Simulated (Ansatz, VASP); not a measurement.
**SrO in VASP and in Ansatz**

```
CELL_PARAMETERS angstrom
0.00000 2.43155 2.43155
2.43155 0.00000 2.43155
2.43155 2.43155 0.00000
ATOMIC_POSITIONS crystal
Sr 0.50000 0.50000 0.50000
O 0.00000 0.00000 0.00000
```

Change from the starting cell: hydrostatic strain -5.8%.

Alike in both runs: task single point; functional r2SCAN; k mesh 8 × 8 × 8; no spin polarisation.

```csv
,VASP,Ansatz
version,VASP 6.6.1,Ansatz 0.2.0
potentials or method,"VASP PAW PBE potentials, release 64 (Sr_sv, O)","plane waves, PAW"
plane-wave cutoff (eV),520,500
occupations,"gaussian, width 0.01 eV",fixed
valence electrons in the cell,16,16
```

|  | VASP | Ansatz | Ansatz less VASP |
| --- | --- | --- | --- |
| gap on the k mesh at the Fermi level (eV) | 3.50 | 3.56 | +0.056 |
| pressure (GPa) | 26.0 | 24.7 | -1.22 |

Caveats: so large a pressure means that the cell lies far from this level's equilibrium, or that cutoff or potentials fall short (VASP); the potentials were made for another functional, which shifts forces and pressure (VASP). A k mesh can miss the band edges.
